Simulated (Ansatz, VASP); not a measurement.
**One calculation of ZrS, two programs**

File INCAR:

```
SYSTEM = ZrS
PREC     = Accurate       ! precision mode
ENCUT    = 520            ! plane-wave cutoff, eV
EDIFF    = 1E-6           ! SCF threshold, eV
ISMEAR   = -1             ! smearing method
SIGMA    = 0.05           ! smearing width, eV
LREAL    = .False.        ! projectors in reciprocal space
LASPH    = .True.         ! aspherical terms in the spheres
NELM     = 80             ! most SCF steps
ALGO     = Normal         ! electronic algorithm
ISIF     = 2              ! what is computed and relaxed
LWAVE    = .False.        ! write WAVECAR
LCHARG   = .False.        ! write CHGCAR
GGA      = PS             ! functional
NBANDS   = 16             ! bands
```

The input KPOINTS:

```
Automatic mesh
0
Gamma
  10 10 10
  0 0 0
```

POSCAR

```
ZrS
1.0
    0.0000000000      2.6235080000      2.6235080000
    2.6235080000      0.0000000000      2.6235080000
    2.6235080000      2.6235080000      0.0000000000
Zr S
1 1
Direct
   -0.1050000000     -0.1050000000      0.1050000000
    0.6050000000      0.6050000000      0.3950000000
```

Input for Ansatz:

```yaml
crystal:
  lattice:
    - [0.0, 2.623508, 2.623508]
    - [2.623508, 0.0, 2.623508]
    - [2.623508, 2.623508, 0.0]
  atoms:
    - { symbol: Zr, position: [-0.105, -0.105, 0.105] }
    - { symbol: S, position: [0.605, 0.605, 0.395] }
kpoints:
  mp_grid: { grid: [10, 10, 10] }
scf:
  occupations: { method: fermi_dirac, width: 0.05 }
hamiltonian:
  xc: pbesol
  pseudopotentials: { kind: all_electron, lapw: { basis_error: 0.001 } }
output:
  forces: true
  stress: true
  eigenvalues: true
  populations: true
```

Change from the starting cell: shortest bond scaled by 0.58, LAPW.

Alike in both runs: task single point; functional PBEsol; k mesh 10 × 10 × 10; occupations fermi-dirac, width 0.05 eV; no spin polarisation.

|  | VASP | Ansatz |
| --- | --- | --- |
| version | VASP 6.6.1 | Ansatz 0.2.0 |
| potentials or method | VASP PAW PBE potentials, release 64 (Zr_sv, S) | all-electron LAPW, scalar-relativistic |
| plane-wave cutoff (eV) | 520 | see its input |

```tsv
	VASP	Ansatz	Ansatz less VASP
pressure (GPa)	130.2	136.9	+6.71
largest component of the traceless stress (GPa)	276.11	289.80	+13.683
rms of the force components (eV/Å)	34.914	36.697	+1.7832
```

Atom by atom the forces differ by 1.783 eV/Å (rms over components). Ansatz ran all-electron here, so the differences hold the error of VASP's frozen core and of both bases.

Caveats: the cell as given lies far from equilibrium; so large a pressure means that the cell lies far from this level's equilibrium, or that cutoff or potentials fall short (VASP); the potentials were made for another functional, which shifts forces and pressure (VASP).
